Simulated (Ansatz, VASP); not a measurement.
# Cu in VASP and in Ansatz

INCAR

```
ALGO = Normal ; EDIFF = 1E-6
EDIFFG = -0.04 ; ENCUT = 600
GGA = PE ; IBRION = 2
ISIF = 3 ; ISMEAR = 0
LASPH = T ; LCHARG = F
LREAL = F ; LWAVE = F
NELM = 100 ; NSW = 90
PREC = Accurate ; SIGMA = 0.1
```

The input KPOINTS:

```
k-points
0
Gamma
  6 6 4
```

POSCAR

```
Cu
1.0
    2.3798099036     -1.5728722933      0.0000000000
    2.3798099036      1.5728722933      0.0000000000
    0.0000000000      0.0000000000      6.4161380723
Cu
4
Direct
    0.8500000000      0.1500000000      0.1170000000
    0.6500000000      0.3500000000      0.6170000000
    0.1500000000      0.8500000000      0.8830000000
    0.3500000000      0.6500000000      0.3830000000
```

Input for Ansatz:

```yaml
crystal:
  lattice:
    - [2.3798099036, -1.5728722933, 0.0]
    - [2.3798099036, 1.5728722933, 0.0]
    - [0.0, 0.0, 6.4161380723]
  atoms:
    - { symbol: Cu, position: [0.85, 0.15, 0.117] }
    - { symbol: Cu, position: [0.65, 0.35, 0.617] }
    - { symbol: Cu, position: [0.15, 0.85, 0.883] }
    - { symbol: Cu, position: [0.35, 0.65, 0.383] }
basis:
  ecutwfc: 420
kpoints:
  mp_grid: { grid: [6, 6, 4] }
hamiltonian:
  xc: pbe
scf:
  occupations: { method: gaussian, width: 0.1 }
  lower_state_search: "off"
output:
  forces: true
  stress: true
  eigenvalues: true
relax:
  adjacent_minimum: "off"
  f_tol: 0.04
  max_steps: 70
  cell: { stress_tol: 0.4 }
```

Alike in both runs: task relaxation of cell and atoms; functional PBE; k mesh 6 × 6 × 4; occupations gaussian, width 0.1 eV; no spin polarisation.

```csv
,VASP,Ansatz
version,VASP 6.6.1,Ansatz 0.2.0
potentials or method,"VASP PAW PBE potentials, release 64 (Cu)","scalar-relativistic, plane waves, PAW"
plane-wave cutoff (eV),600,420
valence electrons in the cell,44,76
```

```tsv
	VASP	Ansatz	Ansatz less VASP
gap on the k mesh at the Fermi level, each at its own relaxed structure (eV)	none	none	-
relaxed volume (Å³/atom)	12.03	12.01	-0.028
relaxed cell length with the largest relative difference (Å)	2.614	2.611	-0.0025
energy change over the relaxation (meV/atom)	-1556	-1553	+2.9
```

A gap of «none» marks a metal or a gap that the smearing closes. The two sets of potentials don't hold the same shells in valence.

Caveats: the k mesh is coarse (spacing up to 0.40 Å⁻¹), so the values aren't converged.
